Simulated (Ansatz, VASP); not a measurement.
## Two plane-wave programs on NaCl

```
Na Cl
1.0
     3.50219    0.00000    0.00000
     0.00000    3.50219    0.00000
     0.00000    0.00000    3.50219
Na Cl
1 1
Cartesian
  0.0000 0.0000 0.0000
  1.7511 1.7511 1.7511
```

Measurements of this composition are mostly on another form, of space group No. 225.

Alike in both runs: task single point; functional r2SCAN; k mesh 6 × 6 × 6; occupations gaussian, width 0.1 eV; no spin polarisation.

```csv
,VASP,Ansatz
version,VASP 6.6.1,Ansatz 0.2.0
potentials or method,"VASP PAW PBE potentials, release 64 (Na_pv, Cl)","scalar-relativistic, plane waves, PAW"
plane-wave cutoff (eV),520,500
valence electrons in the cell,14,16
```

Ansatz gave:

- gap on the k mesh at the Fermi level (eV): 4.78
- least direct gap on the mesh (eV): 5.29
- pressure (GPa): -1.0

Q: Estimate VASP's values.

A: gap on the k mesh at the Fermi level (eV): 4.81; least direct gap on the mesh (eV): 5.32; pressure (GPa): -1.2.

The two sets of potentials don't hold the same shells in valence.

Caveats: the PAW data sets were made with another functional, which shifts forces and pressure a little (VASP). r2SCAN opens gaps a little over a GGA but as a rule still falls short of measured ones. A k mesh can miss the band edges.
